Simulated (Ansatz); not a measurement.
A run of Ansatz 0.2.0 is set up as follows.

The input input.yaml:

```yaml
crystal:
  lattice:
    - [0.0, 1.9465, 1.9465]
    - [1.9465, 0.0, 1.9465]
    - [1.9465, 1.9465, 0.0]
  atoms:
    - { symbol: Pd, position: [0.0, 0.0, 0.0] }
hamiltonian:
  xc: blyp
  pseudopotentials: { kind: paw }
kpoints:
  mp_grid: { grid: [12, 12, 12] }
  band_path:
    path:
      - [[0.0, 0.0, 0.0], [0.5, 0.0, 0.5], [0.5, 0.25, 0.75], [0.375, 0.375, 0.75], [0.0, 0.0, 0.0], [0.5, 0.5, 0.5], [0.625, 0.25, 0.625], [0.5, 0.25, 0.75], [0.5, 0.5, 0.5], [0.375, 0.375, 0.75]]
      - [[0.625, 0.25, 0.625], [0.5, 0.0, 0.5]]
    npoints: 14
scf:
  occupations: { method: fermi_dirac, width: 0.05 }
  n_extra_bands: 6
output:
  forces: true
  stress: true
  eigenvalues: true
  fatbands: false
```

Potentials or basis: Ansatz PAW.

Launch:

```sh
$ ansatz run input.yaml --threads 2 --pin off --max-ram 5632MiB --backend cpu --events-out ev --progress --plain --runs-dir out
```

**Question.** What does it give for the pressure?

**Answer.** 18.1 GPa.

**Question.** Estimate the band gap on the k mesh.

**Answer.** None (metal or under the smearing width).

Levels at the corners of the path, in eV from the Fermi level:
| point | band 5 | band 6 | band 7 | band 8 | band 9 | band 10 | band 11 | band 12 | band 13 | band 14 |
| --- | --- | --- | --- | --- | --- | --- | --- | --- | --- | --- |
| Γ | -6.96 | -2.82 | -2.82 | -2.82 | -1.23 | -1.23 | 17.39 | 21.91 | 21.91 | 21.91 |
| X | -5.31 | -5.05 | -0.05 | 0.31 | 0.31 | 3.57 | 10.81 | 13.30 | 13.30 | 21.71 |
| W | -4.24 | -3.32 | -3.32 | -1.31 | 0.31 | 9.08 | 9.08 | 10.31 | 11.91 | 25.65 |
| K | -4.67 | -4.07 | -1.91 | -0.95 | -0.14 | 7.30 | 8.20 | 10.94 | 15.99 | 20.62 |
| Γ | -6.96 | -2.82 | -2.82 | -2.82 | -1.23 | -1.23 | 17.39 | 21.91 | 21.91 | 21.91 |
| L | -5.22 | -2.87 | -2.87 | -0.01 | -0.01 | 1.30 | 7.34 | 16.82 | 20.98 | 20.98 |
| U | -4.67 | -4.07 | -1.91 | -0.95 | -0.14 | 7.30 | 8.20 | 10.94 | 15.99 | 20.62 |
| W | -4.24 | -3.32 | -3.32 | -1.31 | 0.31 | 9.08 | 9.08 | 10.31 | 11.91 | 25.65 |
| L | -5.22 | -2.87 | -2.87 | -0.01 | -0.01 | 1.30 | 7.34 | 16.82 | 20.98 | 20.98 |
| K | -4.67 | -4.07 | -1.91 | -0.95 | -0.14 | 7.30 | 8.20 | 10.94 | 15.99 | 20.62 |
| U | -4.67 | -4.07 | -1.91 | -0.95 | -0.14 | 7.30 | 8.20 | 10.94 | 15.99 | 20.62 |
| X | -5.31 | -5.05 | -0.05 | 0.31 | 0.31 | 3.57 | 10.81 | 13.30 | 13.30 | 21.71 |

Caveat: so large a pressure means that the cell lies far from this level's equilibrium, or that cutoff or potentials fall short; the PAW data sets come from PBE, with cores solved anew for the run's functional, which leaves a small shift of forces and pressure.
